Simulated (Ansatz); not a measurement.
## A decomposition energy, worked out: Si5C2

Level of theory: Ansatz, DFT PBE, scalar-relativistic, plane waves, PAW. All cells share a 420 eV cutoff and Γ-centred k meshes spaced about 0.3 Å⁻¹ or finer (0.25 for metals, 2π included). No spin polarisation.

The zero of energy is the elements' standard structures at the same level; no fitted shifts are applied.

Temperature and zero-point effects are left out. The reference form of C is held partly by dispersion forces, which this level lacks.

A trial structure of Si5C2 (reached from: a cell proposed by chemical analogy; relaxed: space group R3m (No. 160), a = 3.101 Å, c = 67.462 Å) has a formation energy of 0.211 eV/atom. It holds Si–Si nets (shortest 2.38 Å). At its composition the lowest mixture among the elements and 2 reference phases computed alike (others may be missing) consists of these:

| phase | source | ΔE_f (eV/atom) |
| --- | --- | --- |
| Si (solid) | element | -0.001 |
| SiC (P6_3mc) | Materials Project | -0.204 |

The lowest database cell of Si (-0.001) lies slightly below the reference, hence the non-zero entry.

Problem. Write the balanced decomposition and find its energy per atom, per formula unit and per mole of formula units.

Solution. Balancing Si and C gives Si5C2 → 3 Si + 2 SiC. The left side holds 7 atoms, and the products take 3/7 (Si) and 4/7 (SiC) of them. The mixture therefore lies at 3/7 × (-0.001) + 4/7 × (-0.204) = -0.117 eV/atom. The reaction energy is -0.117 − (0.211) = -0.328 eV/atom. Times 7 atoms that is -2.296 eV per Si5C2, and times 96.485 it is -222 kJ per mole of Si5C2. Decomposition is downhill, so the trial structure is unstable against this mixture.
